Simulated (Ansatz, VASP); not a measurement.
# One calculation of ZnO, two programs

Contents of INCAR:

```
SYSTEM = ZnO
ALGO = Fast ; EDIFF = 1E-6
ENCUT = 520 ; ISIF = 2
ISMEAR = 0 ; LASPH = .True.
LCHARG = .False. ; LREAL = .False.
LWAVE = .False. ; NBANDS = 16
NELM = 100 ; PREC = Accurate
SIGMA = 0.05
```

Contents of KPOINTS:

```
k-points
0
Gamma
  12 12 12
  0 0 0
```

POSCAR

```
ZnO
1.0
    0.0488124450      2.1694420000      2.1694420000
    2.2182544450      0.0000000000      2.2182544450
    2.1694420000      2.1694420000      0.0488124450
Zn O
1 1
Direct
    0.0000000000      0.0000000000      0.0000000000
    0.5000000000      0.5000000000      0.5000000000
```

Input for Ansatz:

```yaml
crystal:
  lattice:
    - [0.048812445, 2.169442, 2.169442]
    - [2.218254445, 0.0, 2.218254445]
    - [2.169442, 2.169442, 0.048812445]
  atoms:
    - { symbol: Zn, position: [0.0, 0.0, 0.0] }
    - { symbol: O, position: [0.5, 0.5, 0.5] }
basis:
  ecutwfc: 420
kpoints:
  mp_grid: { grid: [12, 12, 12] }
hamiltonian:
  xc: lda
scf:
  occupations: { method: gaussian, width: 0.05 }
output:
  forces: true
  stress: true
  eigenvalues: true
```

Change from the starting cell: strain +0.0450 x Voigt [0, 0, 0, 0, 1, 0], atoms carried along.

Alike in both runs: task single point; functional LDA; k mesh 12 × 12 × 12; occupations gaussian, width 0.05 eV; no spin polarisation.

```csv
,VASP,Ansatz
version,VASP 6.6.1,Ansatz 0.2.0
potentials or method,"VASP PAW LDA potentials, release 64 (Zn, O)","scalar-relativistic, plane waves, PAW"
plane-wave cutoff (eV),520,420
valence electrons in the cell,18,18
```

```tsv
	VASP	Ansatz	Ansatz less VASP
gap on the k mesh at the Fermi level (eV)	0.63	0.63	0.000
least direct gap on the mesh (eV)	1.71	1.71	+0.007
pressure (GPa)	-14.2	-15.0	-0.76
largest component of the traceless stress (GPa)	3.94	3.95	+0.019
```

A k mesh can miss the band edges.
